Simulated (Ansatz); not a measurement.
Zr$_{3}$Si$_{2}$ (P4/mbm), two-dimensional strain map

Theory: Ansatz, DFT PBEsol, scalar-relativistic, plane waves, PAW. Cutoff 420 eV, Γ-centred 6×6×12 k-points, Gaussian smearing of 0.15 eV. No spin polarisation. Energies are free energies at this smearing, counted from the undisturbed cell; pressure is positive in compression.

Zero of the scan (relaxed at this level; it needn't be the usual structure):

```
Zr Si
1.0
     7.06558    0.00000    0.00000
     0.00000    7.06558    0.00000
     0.00000    0.00000    3.64449
Zr Si
6 4
Direct
  0.17448 0.67448 0.50000
  0.82552 0.32552 0.50000
  0.32552 0.17448 0.50000
  0.67448 0.82552 0.50000
  0.00000 0.00000 0.00000
  0.50000 0.50000 0.00000
  0.62239 0.12239 0.00000
  0.37761 0.87761 0.00000
  0.87761 0.62239 0.00000
  0.12239 0.37761 0.00000
```

The cell is strained by p along both x and y and by q along z, fractional coordinates fixed. Points are written (p, q).

p was sampled at -0.080, 0.000, 0.080 and q at -0.080, 0.000, 0.080.

**Question.** Where on the computed points is the energy highest, and how high?

**Answer.** At (-0.080, -0.080): 596.3 meV/atom.

**Question.** Away from (0, 0), which computed point is lowest?

**Answer.** (0.000, 0.080): 64.2 meV/atom.

The map, in meV/atom:

| p \ q | -0.080 | 0.000 | 0.080 |
| --- | --- | --- | --- |
| -0.080 | 596.3 | 313.2 | 237.1 |
| 0.000 | 88.3 | 0.0 | 64.2 |
| 0.080 | 166.6 | 211.3 | 370.5 |